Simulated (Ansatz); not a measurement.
**CuO: one input, then a changed one**

The structure comes from a relaxation in the same program, started in the rocksalt type, and has space group Fm-3m. Whether it is a known phase or the ground state wasn't checked.

First run: DFT, PBE, PAW with Ansatz's default frozen-core files, scalar-relativistic (Ansatz 0.2.0).

Command: `ansatz run input.yaml --threads 1 --pin off --max-ram 2048MiB --backend cpu --events-out ev --progress --plain --runs-dir out` The run took 9.6 s on 1 thread of AMD EPYC 9R45 96-Core Processor (Zen 5), with other jobs on the host, peak memory 0.43 GiB.

```yaml
crystal:
  lattice:
    - [0.0, 2.1225350073, 2.1225350073]
    - [2.1225350073, 0.0, 2.1225350073]
    - [2.1225350073, 2.1225350073, 0.0]
  atoms:
    - { symbol: Cu, position: [0.0, 0.0, 0.0] }
    - { symbol: O, position: [0.5, 0.5, 0.5] }
kpoints:
  mp_grid: { grid: [16, 16, 16] }
  band_path:
    path:
      - [0.0, 0.0, 0.0]
      - [0.5, 0.0, 0.5]
      - [0.625, 0.25, 0.625]
      - [0.375, 0.375, 0.75]
      - [0.0, 0.0, 0.0]
      - [0.5, 0.5, 0.5]
      - [0.5, 0.25, 0.75]
      - [0.5, 0.0, 0.5]
    npoints: 14
scf:
  occupations: { method: fermi_dirac, width: 0.08 }
hamiltonian:
  xc: pbe
  pseudopotentials: { kind: paw }
output:
  forces: true
  stress: true
  eigenvalues: true
  efg: { contact_densities: true }
  populations: true
  bader: true
  dos: { projected: true, de: 0.2, e_range: [-14, 8] }
  write_density: true
  write_potential: true
  elf: true
  volumetric_format: npy
```

Result: converged; pressure 0.00 GPa; 6 SCF iterations.

Without spin polarisation or U, such a compound can come out metallic where the real one is a magnetic insulator.

The input is then changed:

```diff
@@ -8,5 +8,5 @@
     - { symbol: O, position: [0.5, 0.5, 0.5] }
 kpoints:
-  mp_grid: { grid: [16, 16, 16] }
+  mp_grid: { grid: [24, 24, 24] }
   band_path:
     path:
@@ -22,4 +22,5 @@
 scf:
   occupations: { method: fermi_dirac, width: 0.08 }
+  mixing: { preconditioner: kerker }
 hamiltonian:
   xc: pbe
@@ -31,9 +32,3 @@
   efg: { contact_densities: true }
   populations: true
-  bader: true
-  dos: { projected: true, de: 0.2, e_range: [-14, 8] }
-  write_density: true
-  write_potential: true
-  elf: true
-  volumetric_format: npy
```

(1) Predict the outcome of the changed run.

Answers

(1) It converged; energy at zero smearing +0.5 meV/atom from the first run; pressure 0.01 GPa; 6 SCF iterations.
